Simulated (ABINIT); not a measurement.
Nb:

```
Nb
1.0
    -1.66395    1.66395    1.66395
     1.66395   -1.66395    1.66395
     1.66395    1.66395   -1.66395
Nb
1
Direct
  0.00000 0.00000 0.00000
```

Base run:

- Program: ABINIT 10.8.3 (patched build)
- Functional: PBEsol
- Potentials or basis: JTH PAW PBE v2.0
- Cutoff: 435 eV
- k mesh: 9 × 9 × 9
- Occupations: fermi-dirac, width 0.05 eV
- Spin: no spin polarisation

Its results: band gap on the k mesh none (metal or under the smearing width); pressure -9.1 GPa.

Problem. The run is repeated on the same cell with these changes: functional from PBEsol to PBE; k mesh from 9 × 9 × 9 to 7 × 7 × 7. What comes out?

Solution. Band gap on the k mesh none (metal or under the smearing width); pressure -2.4 GPa.

Several settings changed at once, so the effect can't be laid on one alone.

Caveats: some runs use coarse meshes; the PAW data sets were made with another functional, which shifts forces and pressure a little (some runs).
